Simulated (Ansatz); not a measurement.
## CdS (Greenockite) under changes of volume

One of the cells (25.121 Å³/atom); the others are scaled copies at fixed shape and fractional positions:

```xyz
4
Lattice="4.1500 0.0000 0.0000 -2.0750 3.5940 0.0000 0.0000 0.0000 6.7370" Properties=species:S:1:pos:R:3 pbc="T T T"
Cd    2.0750    1.1980    3.3685
Cd    0.0000    2.3960    0.0000
S     2.0750    1.1980    5.8949
S     0.0000    2.3960    2.5264
```

| Quantity | Value |
| --- | --- |
| Program | Ansatz 0.2.0 |
| Functional | PBE |
| Potentials or basis | Ansatz PAW earlier set |
| Cutoff | 520 eV (not typed: the program's choice for these potentials) |
| k mesh | 7 × 7 × 4 |
| Occupations | fermi-dirac, width 0.05 eV |
| Spin | no spin polarisation |

```tsv
volume (Å³/atom)	energy over the lowest point (meV/atom)	pressure (GPa)	gap on the mesh (eV)	largest force (eV/Å)
23.614	45.57	6.6	1.34	0.081
24.116	27.64	4.9	1.29	0.076
24.618	14.59	3.4	1.24	0.072
25.121	?	?	?	?
25.623	1.20	0.9	1.15	0.064
26.126	0.00	-0.1	1.10	0.060
26.628	1.98	-1.1	1.06	0.057
```

Question: What does the run at 25.121 Å³/atom give?

Answer: Energy over the lowest point 5.93 meV/atom; pressure 2.1 GPa; gap on the mesh 1.20 eV; largest force 0.068 eV/Å.

Worked out: A Birch-Murnaghan fit of order 3 (a polynomial in V^(-2/3)) to the other rows has its minimum at 26.05 Å³/atom with B0 = V·E''(V) = 53 GPa and B' = 4.6 at fixed shape and positions, which overstates the stiffness. It gives 5.92 meV/atom at 25.121 Å³/atom, against the run's 5.93, and -dE/dV = 2.1 GPa, against 2.1. A straight line through the other rows of the gap, of slope -2.34 eV per unit of ln V (its deformation potential), gives 1.19 eV, against the run's 1.20.

Energies are extrapolated to zero smearing.

Caveats: odd divisions of the mesh miss points on the zone boundary, where band edges often lie, so the gap on the mesh can be too wide.

Spin-orbit coupling on Cd is left out.
